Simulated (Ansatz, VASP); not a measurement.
**MgTe: VASP beside Ansatz**

The input INCAR:

```
ALGO     = Normal         # electronic algorithm
EDIFF    = 1E-6           # SCF threshold, eV
ENCUT    = 520            # plane-wave cutoff, eV
GGA      = PS             # functional
ISIF     = 2              # what is computed and relaxed
ISMEAR   = 0              # smearing method
LASPH    = T              # aspherical terms in the spheres
LCHARG   = T              # write CHGCAR
LELF     = T              # ELF
LREAL    = F              # projectors in reciprocal space
LVHAR    = T            
LWAVE    = F              # write WAVECAR
NBANDS   = 16             # bands
NELM     = 100            # most SCF steps
PREC     = Accurate       # precision mode
SIGMA    = 0.05           # smearing width, eV
```

KPOINTS

```
k-points
0
Gamma
  9 9 4
```

Contents of POSCAR:

```
MgTe
1.0
    4.5400020208      0.0000000000      0.0000000000
   -2.2700010104      3.9317570832      0.0000000000
    0.0000000000      0.0000000000      7.3950000000
Mg Te
2 2
Direct
    0.3333333333      0.6666666667      0.0000000000
    0.6666666667      0.3333333333      0.5000000000
    0.3333333333      0.6666666667      0.3700000000
    0.6666666667      0.3333333333      0.8700000000
```

Input for Ansatz:

```yaml
crystal:
  lattice:
    - [4.5400020208, 0.0, 0.0]
    - [-2.2700010104, 3.9317570832, 0.0]
    - [0.0, 0.0, 7.395]
  atoms:
    - { symbol: Mg, position: [0.3333333333, 0.6666666667, 0.0] }
    - { symbol: Mg, position: [0.6666666667, 0.3333333333, 0.5] }
    - { symbol: Te, position: [0.3333333333, 0.6666666667, 0.37] }
    - { symbol: Te, position: [0.6666666667, 0.3333333333, 0.87] }
basis:
  ecutwfc: 420
kpoints:
  mp_grid: { grid: [9, 9, 4] }
hamiltonian:
  xc: pbesol
scf:
  occupations: { method: gaussian, width: 0.05 }
output:
  forces: true
  stress: true
  eigenvalues: true
```

Alike in both runs: task single point; functional PBEsol; k mesh 9 × 9 × 4; occupations gaussian, width 0.05 eV; no spin polarisation.

|  | VASP | Ansatz |
| --- | --- | --- |
| version | VASP 6.6.1 | Ansatz 0.2.0 |
| potentials or method | VASP PAW PBE potentials, release 64 (Mg, Te) | scalar-relativistic, plane waves, PAW |
| plane-wave cutoff (eV) | 520 | 420 |
| valence electrons in the cell | 16 | 52 |

VASP gave:

| Item | Value |
| --- | --- |
| gap on the k mesh at the Fermi level (eV) | 2.42 |
| least direct gap on the mesh (eV) | 2.42 |
| pressure (GPa) | 0.5 |
| largest component of the traceless stress (GPa) | 0.75 |
| rms of the force components (eV/Å) | 0.125 |

Question: Which values does Ansatz return?

Answer: gap on the k mesh at the Fermi level (eV): 2.42; least direct gap on the mesh (eV): 2.42; pressure (GPa): 0.4; largest component of the traceless stress (GPa): 0.74; rms of the force components (eV/Å): 0.123.

Atom by atom the forces differ by 0.001 eV/Å (rms over components). The two sets of potentials don't hold the same shells in valence.

Caveats: the PAW data sets were made with another functional, which shifts forces and pressure a little (VASP); spin-orbit coupling is left out, which moves the levels of the heavy elements. PBEsol gaps usually lie below the measured ones, often by a third to a half.
